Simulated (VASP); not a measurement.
# InP (F-43m) in VASP: settings compared

The runs below take InP through single point, with PBE+D4, revPBE+D4, r2SCAN+D4.

All numbers are computed with VASP 6.6.1; they aren't measurements. Logs are shortened: lines on timing, memory, paths and dates and some standing lists are left out, and cuts for length are marked.

**Measured values to compare with.**

A printed reference work, data compilation reports, for a bulk crystal of InP at 1.6 K: band gap 1.4236 eV (direct).

The results are compared with them further down.

## (1) The cell of the first run

Symmetry: F-43m, No. 216, cubic system. Conventional cell: a = 5.969 Å, b = 5.969 Å, c = 5.969 Å, α = 90.00°, β = 90.00°, γ = 90.00°. In (site symmetry -43m) has 4 P at 2.58 Å within 3.4 Å. P (site symmetry -43m) has 4 In at 2.58 Å within 3.4 Å.

## (2) Single point, PBE+D4 (volume scaled by 1.04)

INCAR

```
  ALGO = Normal
  EDIFF = 1E-7
  ENCUT = 520
  GGA = PE
  ISIF = 2
  ISMEAR = 0
  IVDW = 13
  LASPH = True
  LCHARG = True
  LELF = True
  LREAL = False
  LVHAR = True
  LWAVE = False
  NBANDS = 16
  NELM = 100
  PREC = Accurate
  SIGMA = 0.05
```

KPOINTS

```
k-points
0
Gamma
  8 8 8
```

POSCAR

```
InP
1.0
    0.0000000000      2.9844197727      2.9844197727
    2.9844197727      0.0000000000      2.9844197727
    2.9844197727      2.9844197727      0.0000000000
In P
1 1
Direct
    0.0000000000      0.0000000000      0.0000000000
    0.7500000000      0.7500000000      0.7500000000
```

Potentials or basis: VASP PAW PBE potentials, release 64 (In_d, P).

Run with:

```
$ cat potpaw_PBE.64/In_d/POTCAR potpaw_PBE.64/P/POTCAR > POTCAR
$ mpirun -np 1 vasp_std > vasp.out
```

OUTCAR:

```text
EDIFF = 1E-7
   ENCUT = 520
   GGA = PE
   ISIF = 2
   ISMEAR = 0
   IVDW = 13
   LASPH = True
   LREAL = False
   NELM = 100
   PREC = Accurate

 ion  position               nearest neighbor table
   1  0.000  0.000  0.000-   2 2.58   2 2.58   2 2.58   2 2.58
   2  0.750  0.750  0.750-   1 2.58   1 2.58   1 2.58   1 2.58

  LATTYP: Found a face centered cubic cell.
 ALAT       =     5.9688395454

  Lattice vectors:

 A1 = (   0.0000000000,   2.9844197727,   2.9844197727)
 A2 = (   2.9844197727,   0.0000000000,   2.9844197727)
 A3 = (   2.9844197727,   2.9844197727,   0.0000000000)

Analysis of symmetry for initial positions (statically):
=====================================================================
 Subroutine PRICEL returns:
 Original cell was already a primitive cell.

 Routine SETGRP: Setting up the symmetry group for a
 face centered cubic supercell.

 Subroutine GETGRP returns: Found 24 space group operations
 (whereof 24 operations were pure point group operations)
 out of a pool of 48 trial point group operations.

The static configuration has the point symmetry T_d .

Analysis of symmetry for dynamics (positions and initial velocities):
=====================================================================
 Subroutine PRICEL returns:
 Original cell was already a primitive cell.

 Routine SETGRP: Setting up the symmetry group for a
 face centered cubic supercell.

 Subroutine GETGRP returns: Found 24 space group operations
 (whereof 24 operations were pure point group operations)
 out of a pool of 48 trial point group operations.

The dynamic configuration has the point symmetry T_d .

 Subroutine INISYM returns: Found 24 space group operations
 (whereof 24 operations are pure point group operations),
 and found     1 'primitive' translations

----------------------------------------------------------------------------------------

                                     Primitive cell

  volume of cell :      53.1630

  direct lattice vectors                    reciprocal lattice vectors
     0.000000000  2.984419773  2.984419773    -0.167536754  0.167536754  0.167536754
     2.984419773  0.000000000  2.984419773     0.167536754 -0.167536754  0.167536754
     2.984419773  2.984419773  0.000000000     0.167536754  0.167536754 -0.167536754

  length of vectors
     4.220606918  4.220606918  4.220606918     0.290182169  0.290182169  0.290182169

  position of ions in fractional coordinates (direct lattice)
     0.000000000  0.000000000  0.000000000
     0.750000000  0.750000000  0.750000000

  ion indices of the primitive-cell ions
   primitive index   ion index
                 1           1
                 2           2

----------------------------------------------------------------------------------------

 KPOINTS: k-points

Automatic generation of k-mesh.
 Grid dimensions read from file:
 generate k-points for:    8    8    8

 Generating k-lattice:

  Cartesian coordinates                     Fractional coordinates (reciprocal lattice)
    -0.020942094  0.020942094  0.020942094     0.125000000  0.000000000  0.000000000
     0.020942094 -0.020942094  0.020942094     0.000000000  0.125000000  0.000000000
     0.020942094  0.020942094 -0.020942094     0.000000000  0.000000000  0.125000000

  Length of vectors
     0.036272771  0.036272771  0.036272771

  Shift w.r.t. Gamma in fractional coordinates (k-lattice)
     0.000000000  0.000000000  0.000000000

 Subroutine IBZKPT returns following result:
 ===========================================

 Found     29 irreducible k-points:

 Following reciprocal coordinates:
            Coordinates               Weight
  0.000000  0.000000  0.000000      1.000000
  0.125000  0.000000  0.000000      8.000000
  0.250000  0.000000  0.000000      8.000000
  0.375000  0.000000  0.000000      8.000000
  0.500000  0.000000  0.000000      4.000000
  0.125000  0.125000  0.000000      6.000000
[... 16 lines left out ...]
  0.500000  0.250000  0.125000     48.000000
 -0.375000  0.250000  0.125000     24.000000
 [... further k-points ...]
   k-points           NKPTS =     29   k-points in BZ     NKDIM =     29   number of bands    NBANDS=     16
   number of dos      NEDOS =    301   number of ions     NIONS =      2
   total plane-waves  NPLWV =  32768
   dimension x,y,z NGX =    32 NGY =   32 NGZ =   32
   dimension x,y,z NGXF=    64 NGYF=   64 NGZF=   64
   ions per type =               1   1
   NGX,Y,Z   is equivalent  to a cutoff of  12.60, 12.60, 12.60 a.u.
   NGXF,Y,Z  is equivalent  to a cutoff of  25.21, 25.21, 25.21 a.u.
 SYSTEM =  unknown system
   PREC   = accura    normal or accurate (medium, high low for compatibility)
   ISTART =      0    job   : 0-new  1-cont  2-samecut
   ICHARG =      2    charge: 1-file 2-atom 10-const
   ISPIN  =      1    spin polarized calculation?
   LNONCOLLINEAR =      F non collinear calculations
   LSORBIT =      F    spin-orbit coupling
   LASPH  =      T    aspherical Exc in radial PAW
   ENCUT  =  520.0 eV  38.22 Ry    6.18 a.u.   7.85  7.85  7.85*2*pi/ulx,y,z
   NELM   =    100;   NELMIN=  2; NELMDL= -5     # of ELM steps
   EDIFF  = 0.1E-06   stopping-criterion for ELM
   LREAL  =      F    real-space projection
   EDIFFG = 0.1E-05   stopping-criterion for IOM
   NSW    =      0    number of steps for IOM
   IBRION =     -1    ionic relax: 0-MD 1-quasi-New 2-CG
   NFREE  =      0    steps in history (QN), initial steepest desc. (CG)
   ISIF   =      2    stress and relaxation
   ISYM   =      2    0-nonsym 1-usesym 2-fastsym
   POTIM  = 0.5000    time-step for ionic-motion
   TEBEG  =    0.0;   TEEND  =   0.0 temperature during run
   PSTRESS=    0.0 pullay stress
   NELECT =      18.0000    total number of electrons
   NUPDOWN=      -1.0000    fix difference up-down
   EMIN   =  10.00;   EMAX   =-10.00  energy-range for DOS
   EFERMI =   0.00;   METHOD = LEGACY
   ISMEAR =     0;   SIGMA  =   0.05  broadening in eV -4-tet -1-fermi 0-gaus
   EFERMI_NEDOS =   21; number of points for ismear=-14 and -15
   IALGO  =     38    algorithm
   IMIX   =      4    mixing-type and parameters
     AMIX     =   0.40;   BMIX     =  1.00
     AMIX_MAG =   1.60;   BMIX_MAG =  1.00
  volume/ion in A,a.u.               =      26.58       179.38
  Fermi-wavevector in a.u.,A,eV,Ry     =   1.141027  2.156228 17.713991  1.301942
  Thomas-Fermi vector in A             =   2.277728
   LORBIT       =      0    0 simple, 1 ext, 2 COOP (PROOUT), +10 PAW based schemes
   GGA     = PE    functional components
   LHFCALC =     F    Hartree Fock is set to
   AEXX    =    0.0000 exact exchange contribution
   IVDW    =    13    specifies the selected vdW correction
   LEPSILON=     F    determine dielectric tensor
   LRPA    =     F    only Hartree local field effects (RPA)
 non-spin polarized calculation
 Gauss-broadening in eV      SIGMA  =   0.05
  energy-cutoff  :      520.00
  volume of cell :       53.16
 maximum number of plane-waves:      1459
   NGX = 15   NGY = 15   NGZ = 15

 number of electron      18.0000003 magnetization

 Free energy of the ion-electron system (eV)
  ---------------------------------------------------
  ext. energy  EPLUGINS =         0.00000000
  ---------------------------------------------------
  free energy    TOTEN  =        -8.40595172 eV

  energy without entropy =       -8.40595172  energy(sigma->0) =       -8.40595172

 E-fermi :   4.8205     XC(G=0):  -9.0421

 val. band max:        4.6094667833   @ k =   0.0000   0.0000   0.0000
 cond. band min:       5.0225372579   @ k =   0.0000   0.0000   0.0000
 fundamental gap:      0.4130704746
 Fermi energy:         4.8204742585

 k-point     1 :       0.0000    0.0000    0.0000
  band No.  band energies     occupation
      1      -9.4796      2.00000
      2      -9.4796      2.00000
      3      -9.4796      2.00000
      4      -9.3532      2.00000
      5      -9.3532      2.00000
      6      -6.5475      2.00000
[... 8 lines left out ...]
     15      13.9698      0.00000
     16      13.9698      0.00000

 k-point     2 :       0.1250    0.0000    0.0000
  band No.  band energies     occupation
      1      -9.4944      2.00000
      2      -9.4734      2.00000
      3      -9.4734      2.00000
      4      -9.3530      2.00000
      5      -9.3530      2.00000
      6      -6.3843      2.00000
[... 8 lines left out ...]
     15      13.3650      0.00000
     16      13.7105      0.00000

 k-point     3 :       0.2500    0.0000    0.0000
  band No.  band energies     occupation
      1      -9.5287      2.00000
      2      -9.4603      2.00000
      3      -9.4603      2.00000
      4      -9.3508      2.00000
      5      -9.3508      2.00000
      6      -5.9297      2.00000
[... 8 lines left out ...]
     15      13.1459      0.00000
     16      13.6332      0.00000

 k-point     4 :       0.3750    0.0000    0.0000
  band No.  band energies     occupation
      1      -9.5615      2.00000
      2      -9.4503      2.00000
      3      -9.4503      2.00000
      4      -9.3453      2.00000
      5      -9.3453      2.00000
      6      -5.3300      2.00000
[... 8 lines left out ...]
     15      14.0234      0.00000
     16      14.0234      0.00000
[... 324 lines left out ...]
 k-point    22 :       0.3750    0.2500    0.1250
  band No.  band energies     occupation
      1      -9.5606      2.00000
      2      -9.4443      2.00000
      3      -9.4390      2.00000
      4      -9.3651      2.00000
      5      -9.3405      2.00000
      6      -5.5519      2.00000
[... 8 lines left out ...]
     15      14.6493      0.00000
     16      15.9712      0.00000

 k-point    23 :       0.5000    0.2500    0.1250
  band No.  band energies     occupation
      1      -9.5801      2.00000
      2      -9.4398      2.00000
      3      -9.4270      2.00000
      4      -9.3619      2.00000
      5      -9.3402      2.00000
      6      -5.0057      2.00000
[... 8 lines left out ...]
     15      15.2091      0.00000
     16      15.8593      0.00000

 k-point    24 :      -0.3750    0.2500    0.1250
  band No.  band energies     occupation
      1      -9.5873      2.00000
      2      -9.4393      2.00000
      3      -9.4228      2.00000
      4      -9.3571      2.00000
      5      -9.3422      2.00000
      6      -4.7099      2.00000
[... 8 lines left out ...]
     15      15.1642      0.00000
     16      15.7319      0.00000

 [... further k-points ...]

------------------------ aborting loop because EDIFF is reached ----------------------------------------

  DFT-D4 for vdW energy calculation

  Edisp (eV):   -0.63584

  FORCE on cell =-STRESS in cart. coord.  units (eV):
  Direction    XX          YY          ZZ          XY          YZ          ZX
  --------------------------------------------------------------------------------------
  -------------------------------------------------------------------------------------
  Total      -0.79219    -0.79219    -0.79219     0.00000    -0.00000    -0.00000
  in kB     -23.87415   -23.87415   -23.87415     0.00000    -0.00000    -0.00000
  external pressure =      -23.87 kB  Pullay stress =        0.00 kB

 VOLUME and BASIS-vectors are now :
 -----------------------------------------------------------------------------
  energy-cutoff  :      520.00
  volume of cell :       53.16
      direct lattice vectors                 reciprocal lattice vectors
     0.000000000  2.984419773  2.984419773    -0.167536754  0.167536754  0.167536754
     2.984419773  0.000000000  2.984419773     0.167536754 -0.167536754  0.167536754
     2.984419773  2.984419773  0.000000000     0.167536754  0.167536754 -0.167536754

 POSITION                                       TOTAL-FORCE (eV/Angst)
 -----------------------------------------------------------------------------------
      0.00000      0.00000      0.00000        -0.000000     -0.000000     -0.000000
      4.47663      4.47663      4.47663         0.000000      0.000000      0.000000
 -----------------------------------------------------------------------------------
    total drift:                                0.000000      0.000000      0.000000

  FREE ENERGIE OF THE ION-ELECTRON SYSTEM (eV)
  ---------------------------------------------------
  free  energy   TOTEN  =        -9.0417911625 eV

  energy  without entropy=       -9.0417911625  energy(sigma->0) =       -9.04179116
```

It took 35 s on 1 thread of Intel Xeon 8259CL, shared host; peak memory 0.18 GiB.

What came out:

```
Free energy                : -9.0418 eV
Pressure                   : -2.4 GPa
Band gap on the k mesh     : 0.41 eV, direct
Dispersion energy per atom : -0.318 eV
```

Caveat: spin-orbit coupling is left out, which moves the levels of the heavy elements.

## (3) Single point, revPBE+D4 (volume scaled by 1.04)

INCAR

```
PREC     = Accurate       # precision mode
ENCUT    = 520            # plane-wave cutoff, eV
EDIFF    = 1E-6           # SCF threshold, eV
ISMEAR   = 0              # smearing method
SIGMA    = 0.05           # smearing width, eV
LREAL    = False          # projectors in reciprocal space
LASPH    = True           # aspherical terms in the spheres
NELM     = 80             # most SCF steps
ALGO     = Normal         # electronic algorithm
ISIF     = 2              # what is computed and relaxed
LWAVE    = False          # write WAVECAR
LCHARG   = False          # write CHGCAR
GGA      = RE             # functional
IVDW     = 13             # dispersion correction
NBANDS   = 16             # bands
```

KPOINTS

```
Automatic mesh
0
Gamma
  8 8 8
```

POSCAR

```
InP
1.0
    0.0000000000      2.9800181907      2.9800181907
    2.9800181907      0.0000000000      2.9800181907
    2.9800181907      2.9800181907      0.0000000000
In P
1 1
Direct
    0.0000000000      0.0000000000      0.0000000000
    0.7500000000      0.7500000000      0.7500000000
```

Potentials or basis: VASP PAW PBE potentials, release 64 (In_d, P).

Run with:

```
$ cat potpaw_PBE.64/In_d/POTCAR potpaw_PBE.64/P/POTCAR > POTCAR
$ mpirun -np 1 vasp_std > vasp.out
```

OUTCAR:

```text
PREC = Accurate
   ENCUT = 520
   EDIFF = 1E-6
   ISMEAR = 0
   LREAL = False
   LASPH = True
   NELM = 80
   ISIF = 2
   GGA = RE
   IVDW = 13

 ion  position               nearest neighbor table
   1  0.000  0.000  0.000-   2 2.58   2 2.58   2 2.58   2 2.58
   2  0.750  0.750  0.750-   1 2.58   1 2.58   1 2.58   1 2.58

  LATTYP: Found a face centered cubic cell.
 ALAT       =     5.9600363814

  Lattice vectors:

 A1 = (   0.0000000000,   2.9800181907,   2.9800181907)
 A2 = (   2.9800181907,   0.0000000000,   2.9800181907)
 A3 = (   2.9800181907,   2.9800181907,   0.0000000000)

Analysis of symmetry for initial positions (statically):
=====================================================================
 Subroutine PRICEL returns:
 Original cell was already a primitive cell.

 Routine SETGRP: Setting up the symmetry group for a
 face centered cubic supercell.

 Subroutine GETGRP returns: Found 24 space group operations
 (whereof 24 operations were pure point group operations)
 out of a pool of 48 trial point group operations.

The static configuration has the point symmetry T_d .

Analysis of symmetry for dynamics (positions and initial velocities):
[... 160 lines left out ...]

 val. band max:        4.7295402884   @ k =   0.0000   0.0000   0.0000
 cond. band min:       5.2635415303   @ k =   0.0000   0.0000   0.0000
 fundamental gap:      0.5340012420
 Fermi energy:         5.0158560665

 k-point     1 :       0.0000    0.0000    0.0000
  band No.  band energies     occupation
      1      -9.3803      2.00000
      2      -9.3803      2.00000
      3      -9.3803      2.00000
      4      -9.2533      2.00000
      5      -9.2533      2.00000
      6      -6.4318      2.00000
[... 433 lines left out ...]
      3      -9.3230      2.00000
      4      -9.2571      2.00000
      5      -9.2422      2.00000
      6      -4.5882      2.00000
[... 8 lines left out ...]
     15      15.3637      0.00000
     16      15.8880      0.00000

 [... further k-points ...]

------------------------ aborting loop because EDIFF is reached ----------------------------------------

  DFT-D4 for vdW energy calculation

  Edisp (eV):   -1.01454

  FORCE on cell =-STRESS in cart. coord.  units (eV):
  Direction    XX          YY          ZZ          XY          YZ          ZX
  --------------------------------------------------------------------------------------
  -------------------------------------------------------------------------------------
  Total      -0.78245    -0.78245    -0.78245     0.00000     0.00000    -0.00000
  in kB     -23.68548   -23.68548   -23.68548     0.00000     0.00000    -0.00000
  external pressure =      -23.69 kB  Pullay stress =        0.00 kB

 VOLUME and BASIS-vectors are now :
 -----------------------------------------------------------------------------
  energy-cutoff  :      520.00
  volume of cell :       52.93
      direct lattice vectors                 reciprocal lattice vectors
     0.000000000  2.980018191  2.980018191    -0.167784211  0.167784211  0.167784211
     2.980018191  0.000000000  2.980018191     0.167784211 -0.167784211  0.167784211
     2.980018191  2.980018191  0.000000000     0.167784211  0.167784211 -0.167784211

 POSITION                                       TOTAL-FORCE (eV/Angst)
 -----------------------------------------------------------------------------------
      0.00000      0.00000      0.00000        -0.000000     -0.000000     -0.000000
      4.47003      4.47003      4.47003         0.000000      0.000000      0.000000
 -----------------------------------------------------------------------------------
    total drift:                                0.000000      0.000000      0.000000

  FREE ENERGIE OF THE ION-ELECTRON SYSTEM (eV)
  ---------------------------------------------------
  free  energy   TOTEN  =        -8.8515790673 eV

  energy  without entropy=       -8.8515790673  energy(sigma->0) =       -8.85157907
```

stdout:

```text
POSCAR found type information on POSCAR InP
 POSCAR found :  2 types and       2 ions
 scaLAPACK will be used
 -----------------------------------------------------------------------------
|                                                                             |
|                                                                             |
|     You enforced a specific xc type in the INCAR file but a different       |
|     I HOPE YOU KNOW WHAT YOU ARE DOING!                                     |
|                                                                             |
 -----------------------------------------------------------------------------

 LDA part: xc-table for (Slater+PW92), standard interpolation
 POSCAR, INCAR and KPOINTS ok, starting setup
 FFT: planning ... GRIDC
 FFT: planning ... GRID_SOFT
 FFT: planning ... GRID
 WAVECAR not read
 entering main loop
```

Wall time 34 s (1 thread of Intel Xeon 8259CL, shared host); peak memory 0.18 GiB.

Results:

* Free energy: -8.8516 eV
* Pressure: -2.4 GPa
* Band gap on the k mesh: 0.53 eV, direct
* Dispersion energy per atom: -0.507 eV

Caveat: the PAW data sets were made with another functional, which shifts forces and pressure a little; spin-orbit coupling is left out, which moves the levels of the heavy elements.

(Continued in part 2 of 2.)
